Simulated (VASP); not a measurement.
## VASP 6.6.1 run: AgI

INCAR

```
SIGMA = 0.2
LWAVE = .FALSE.
PREC = Accurate
ISMEAR = 1
EDIFF = 1E-7
LCHARG = .FALSE.
ISIF = 2
GGA = PE
NSW = 0
NELM = 120
ENCUT = 520
NBANDS = 16
IBRION = -1
LREAL = .FALSE.
LASPH = .TRUE.
```

KPOINTS

```
KPOINTS created by Atomic Simulation Environment
0
Gamma
6 6 6
0 0 0
```

POSCAR

```
Ag I
 1.0000000000000000
     0.0000000000000000    3.3757221564000002    3.3757221564000002
     3.3757221564000002    0.0000000000000000    3.3757221564000002
     3.3757221564000002    3.3757221564000002    0.0000000000000000
 Ag  I
   1   1
Cartesian
  0.0000000000000000  0.0000000000000000  0.0000000000000000
  1.6878610781999999  1.6878610781999999  1.6878610781999999
```

The recommended PBE PAW datasets give the neutral cell 18 valence electrons.

Command

```
mpirun -np 1 vasp_std
```

OSZICAR

```
N       E                     dE             d eps       ncg     rms          rms(c)
DAV:   1     0.922823044319E+02    0.92282E+02   -0.76797E+03   520   0.941E+02
DAV:   2    -0.131946140873E+01   -0.93602E+02   -0.87341E+02   616   0.191E+02
DAV:   3    -0.479372388287E+01   -0.34743E+01   -0.34653E+01   664   0.378E+01
DAV:   4    -0.484958981513E+01   -0.55866E-01   -0.55864E-01   728   0.440E+00
DAV:   5    -0.485000495514E+01   -0.41514E-03   -0.41514E-03   696   0.300E-01    0.391E+00
DAV:   6    -0.477201936309E+01    0.77986E-01   -0.19960E-01   560   0.625E+00    0.305E+00
DAV:   7    -0.477171910264E+01    0.30026E-03   -0.44602E-02   568   0.123E+00    0.136E+00
DAV:   8    -0.477233471011E+01   -0.61561E-03   -0.30557E-03   584   0.506E-01    0.266E-01
DAV:   9    -0.477258147677E+01   -0.24677E-03   -0.49421E-04   616   0.263E-01    0.570E-02
DAV:  10    -0.477261894999E+01   -0.37473E-04   -0.33817E-05   624   0.621E-02    0.214E-02
DAV:  11    -0.477266144255E+01   -0.42493E-04   -0.51607E-05   584   0.515E-02    0.126E-02
DAV:  12    -0.477266141923E+01    0.23317E-07   -0.33137E-06   624   0.164E-02    0.982E-03
DAV:  13    -0.477266171740E+01   -0.29816E-06   -0.10603E-06   632   0.612E-03    0.192E-03
DAV:  14    -0.477266176132E+01   -0.43926E-07   -0.19722E-07   584   0.321E-03
   1 F= -.47726618E+01 E0= -.47734912E+01  d E =0.248844E-02
```

From OUTCAR

```
k-points           NKPTS =     16   k-points in BZ     NKDIM =     16   number of bands    NBANDS=     16

   NELECT =      18.0000    total number of electrons

   dimension x,y,z NGX =    36 NGY =   36 NGZ =   36
   dimension x,y,z NGXF=    72 NGYF=   72 NGZF=   72

  energy-cutoff  :      520.00
  volume of cell :       76.94
      direct lattice vectors                 reciprocal lattice vectors
     0.000000000  3.375722156  3.375722156    -0.148116455  0.148116455  0.148116455
     3.375722156  0.000000000  3.375722156     0.148116455 -0.148116455  0.148116455
     3.375722156  3.375722156  0.000000000     0.148116455  0.148116455 -0.148116455

 k-points in reciprocal lattice and weights: KPOINTS created by Atomic Simulation Env
   0.00000000  0.00000000  0.00000000       0.005
   0.16666667  0.00000000  0.00000000       0.037
   0.33333333  0.00000000  0.00000000       0.037
   0.50000000  0.00000000  0.00000000       0.019
   0.16666667  0.16666667  0.00000000       0.028
   0.33333333  0.16666667  0.00000000       0.111
   0.50000000  0.16666667  0.00000000       0.111
  -0.33333333  0.16666667  0.00000000       0.111
   ...

 E-fermi :   1.9648

 k-point     1 :       0.0000    0.0000    0.0000
  band No.  band energies     occupation
      1     -10.2970      2.00000
      2      -1.6658      2.00000
      3      -1.6658      2.00000
      4      -1.6658      2.00000
      5      -0.7131      2.00000
      6      -0.7131      2.00000
      7       1.9097      1.44777
      8       1.9097      1.44777
      9       1.9097      1.44777
     10       3.2606     -0.00000
     11       7.8460      0.00000
     12       7.8460      0.00000
     13       7.8460      0.00000
     14      10.7186      0.00000
     15      11.8353      0.00000
     16      11.8353      0.00000

 k-point     2 :       0.1667    0.0000    0.0000
  band No.  band energies     occupation
      1     -10.2470      2.00000
      2      -1.6816      2.00000
      3      -1.6273      2.00000
      4      -1.6273      2.00000
      5      -0.7163      2.00000
      6      -0.7163      2.00000
      7       1.0415      2.00000
      8       1.7634      2.05173
      9       1.7634      2.05173
     10       4.0667     -0.00000
     11       7.5416      0.00000
     12       8.0828      0.00000
     13       8.0828      0.00000
     14      11.1966      0.00000
     15      11.1966      0.00000
     16      11.5279      0.00000

 k-point     3 :       0.3333    0.0000    0.0000
  band No.  band energies     occupation
      1     -10.1436      2.00000
      2      -1.6345      2.00000
      3      -1.5533      2.00000
      4      -1.5533      2.00000
      5      -0.7064      2.00000
      6      -0.7064      2.00000
      7      -0.0611      2.00000
      8       1.4795      2.00319
      9       1.4795      2.00319
     10       4.6589     -0.00000
     11       8.0839      0.00000
     12       8.3014      0.00000
     13       8.3014      0.00000
     14      11.1055      0.00000
     15      11.4826      0.00000
     16      11.4826      0.00000

 ...

  Total       -0.6196798     -0.6196798     -0.6196798      0.0000000      0.0000000      0.0000000
  in kB      -12.9046976    -12.9046976    -12.9046976      0.0000000      0.0000000      0.0000000
  external PRESSURE =     -12.9046976 kB  Pullay stress =       0.0000000 kB

 POSITION                                       TOTAL-FORCE (eV/Angst)
 -----------------------------------------------------------------------------------
      0.00000      0.00000      0.00000         0.000000      0.000000      0.000000
      1.68786      1.68786      1.68786        -0.000000     -0.000000     -0.000000
 -----------------------------------------------------------------------------------
    total drift:                                0.000000      0.000000      0.000000

  FREE ENERGIE OF THE ION-ELECTRON SYSTEM (eV)
  ---------------------------------------------------
  free  energy   TOTEN  =        -4.7726617613 eV

  energy  without entropy=       -4.7751502025  energy(sigma->0) =       -4.77349124
```

It converged. Results: gap between bands v and c on the k mesh 1.35 eV; least direct gap on the k mesh 1.35 eV; pressure -1.3 GPa. Band v is the last that the valence electrons fill when counted band by band, and c is the next.

For comparison, a separate PBE run of the intended cell, on usual settings and not on those above, gives a gap of 1.35 eV on its mesh and a pressure of -1.3 GPa.

The run above took about 21 s on one core of a shared host (Intel Xeon Platinum 8488C) and held 0.21 GiB at most.
